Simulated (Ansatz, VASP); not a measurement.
## Rh in VASP and in Ansatz

INCAR

```
SYSTEM = Rh
PREC = Accurate
ENCUT = 520
EDIFF = 1E-6
ISMEAR = 0
SIGMA = 0.15
LREAL = .FALSE.
LASPH = .TRUE.
NELM = 80
ALGO = Fast
ISIF = 2
LWAVE = .FALSE.
LCHARG = .TRUE.
GGA = PS
LELF = .TRUE.
LVHAR = .TRUE.
NBANDS = 14
```

The input KPOINTS:

```
regular mesh
0
G
  22 22 22
  0 0 0
```

The input POSCAR:

```
Rh
1.0
    0.0000000000      1.9015500000      1.8445035000
    1.9015500000      0.0000000000      1.8445035000
    1.9015500000      1.9015500000      0.0000000000
Rh
1
Direct
    0.0000000000      0.0000000000      0.0000000000
```

Input for Ansatz:

```yaml
crystal:
  lattice:
    - [0.0, 1.90155, 1.8445035]
    - [1.90155, 0.0, 1.8445035]
    - [1.90155, 1.90155, 0.0]
  atoms:
    - { symbol: Rh, position: [0.0, 0.0, 0.0] }
basis:
  ecutwfc: 420
kpoints:
  mp_grid: { grid: [22, 22, 22] }
hamiltonian:
  xc: pbesol
scf:
  occupations: { method: gaussian, width: 0.15 }
output:
  forces: true
  stress: true
  eigenvalues: true
```

Change from the starting cell: strain +0.000 along x and y, -0.030 along z, atoms carried along.

Alike in both runs: task single point; functional PBEsol; k mesh 22 × 22 × 22; occupations gaussian, width 0.15 eV; no spin polarisation.

|  | VASP | Ansatz |
| --- | --- | --- |
| version | VASP 6.6.1 | Ansatz 0.2.0 |
| potentials or method | VASP PAW PBE potentials, release 64 (Rh_pv) | scalar-relativistic, plane waves, PAW |
| plane-wave cutoff (eV) | 520 | 420 |
| valence electrons in the cell | 15 | 17 |

Ansatz gave:

- gap on the k mesh at the Fermi level (eV): none
- pressure (GPa): 3.9
- largest component of the traceless stress (GPa): 5.32

Task: Which values does VASP return?

Result: gap on the k mesh at the Fermi level (eV): none; pressure (GPa): 3.9; largest component of the traceless stress (GPa): 5.30.

A gap of «none» marks a metal or a gap that the smearing closes. The two sets of potentials don't hold the same shells in valence.

Caveats: the PAW data sets were made with another functional, which shifts forces and pressure a little (VASP).
